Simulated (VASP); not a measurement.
Set up this calculation in VASP 6.6.1, as the native input.

- Task: single point
- Functional: PBEsol
- Potentials or basis: VASP PAW PBE potentials, release 64 (Pb_d, S)
- Cutoff: 520 eV
- k mesh: 9 × 9 × 9
- Occupations: gaussian, width 0.02 eV
- Spin: no spin polarisation
- Dipole correction: no
- Further INCAR settings: ALGO = Fast; EDIFF = 1e-07; NBANDS = 17

The structure of PbS lies in POSCAR:

```
PbS
1.0
    2.1255278156      1.2271740564      3.6800533969
   -2.1255278156      1.2271740564      3.6800533969
    0.0000000000     -2.4543481130      3.6800533969
Pb S
1 1
Direct
    0.9709093078      0.9709093078      0.9709093078
    0.4846920222      0.4846920222      0.4846920222
```

The cell is a database's computed one.

The cell isn't the ideal one: strained and moved within the space group.

The input as run:

INCAR

```
SYSTEM = PbS
ALGO = Fast
EDIFF = 1E-7
ENCUT = 520
GGA = PS
ISIF = 2
ISMEAR = 0
LASPH = .TRUE.
LCHARG = .FALSE.
LREAL = .FALSE.
LWAVE = .FALSE.
NBANDS = 17
NELM = 100
PREC = Accurate
SIGMA = 0.02
```

KPOINTS

```
k-points
0
G
  9 9 9
  0 0 0
```

Potentials or basis: VASP PAW PBE potentials, release 64 (Pb_d, S).

Launch:

```sh
$ cat potpaw_PBE.64/Pb_d/POTCAR potpaw_PBE.64/S/POTCAR > POTCAR
$ mpirun -np 1 vasp_std > vasp.out
```

It gave:

```
Pressure      : -5.1 GPa
Largest force : 0.117 eV/Å
```

Caveat: the PAW data sets were made with another functional, which shifts forces and pressure a little.

Wall time 93 s on 1 thread of Intel(R) Xeon(R) Platinum 8259CL CPU @ 2.50GHz (Skylake/Cascade Lake), with other jobs on the host, peak memory 0.25 GiB.
